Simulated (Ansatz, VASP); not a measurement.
**BaZrO3 in VASP and in Ansatz**

File INCAR:

```
SYSTEM = BaZrO3
ALGO = Normal ; EDIFF = 1E-6
ENCUT = 520 ; GGA = PS
ISIF = 2 ; ISMEAR = 0
LASPH = .TRUE. ; LCHARG = .FALSE.
LREAL = .FALSE. ; LWAVE = .FALSE.
NBANDS = 28 ; NELM = 100
PREC = Accurate ; SIGMA = 0.01
```

KPOINTS

```
k-points
0
G
  4 4 4
  0 0 0
```

Contents of POSCAR:

```
BaZrO3
1.0
    4.1806150114      0.0000000000      0.0000000000
    0.0000000000      4.1806150114      0.0000000000
    0.0000000000      0.0000000000      4.1806150114
Ba Zr O
1 1 3
Direct
    0.0000000000      0.0000000000      0.0000000000
    0.5000000000      0.5000000000      0.5000000000
    0.0000000000      0.5000000000      0.5000000000
    0.5000000000      0.0000000000      0.5000000000
    0.5000000000      0.5000000000      0.0000000000
```

Input for Ansatz:

```yaml
crystal:
  lattice:
    - [4.18061501144, 0.0, 0.0]
    - [0.0, 4.18061501144, 0.0]
    - [0.0, 0.0, 4.18061501144]
  atoms:
    - { symbol: Ba, position: [0.0, 0.0, 0.0] }
    - { symbol: Zr, position: [0.5, 0.5, 0.5] }
    - { symbol: O, position: [0.0, 0.5, 0.5] }
    - { symbol: O, position: [0.5, 0.0, 0.5] }
    - { symbol: O, position: [0.5, 0.5, 0.0] }
kpoints:
  mp_grid: { grid: [4, 4, 4] }
scf:
  occupations: { method: fixed }
  convergence: { dr2_threshold: 1.0e-10 }
hamiltonian:
  xc: pbesol
  pseudopotentials: { kind: all_electron, lapw: { basis_error: 0.0005 } }
output:
  forces: true
  stress: true
  eigenstates:
    kpoints:
      - [0.0, 0.0, 0.0]
      - [0.5, 0.5, 0.5]
      - [-0.5, -0.5, 0.0]
      - [-0.5, 0.0, -0.5]
      - [0.0, -0.5, -0.5]
      - [0.0, -0.5, 0.0]
      - [0.0, 0.0, -0.5]
      - [-0.5, 0.0, 0.0]
  eigenvalues: true
```

Change from the starting cell: unstrained.

Alike in both runs: task single point; functional PBEsol; k mesh 4 × 4 × 4; no spin polarisation.

```csv
,VASP,Ansatz
version,VASP 6.6.1,Ansatz 0.2.0
potentials or method,"VASP PAW PBE potentials, release 64 (Ba_sv, Zr_sv, O)","all-electron LAPW, scalar-relativistic"
plane-wave cutoff (eV),520,see its input
occupations,"gaussian, width 0.01 eV",fixed
```

VASP gave:

```
gap on the k mesh at the Fermi level (eV) : 3.12
pressure (GPa)                            : 1.2
```

Estimate Ansatz's values.

gap on the k mesh at the Fermi level (eV): 3.17; pressure (GPa): 0.0.

Ansatz ran all-electron here, so the differences hold the error of VASP's frozen core and of both bases.

Caveats: the PAW data sets were made with another functional, which shifts forces and pressure a little (VASP); spin-orbit coupling is left out, which moves the levels of the heavy elements. A k mesh can miss the band edges.
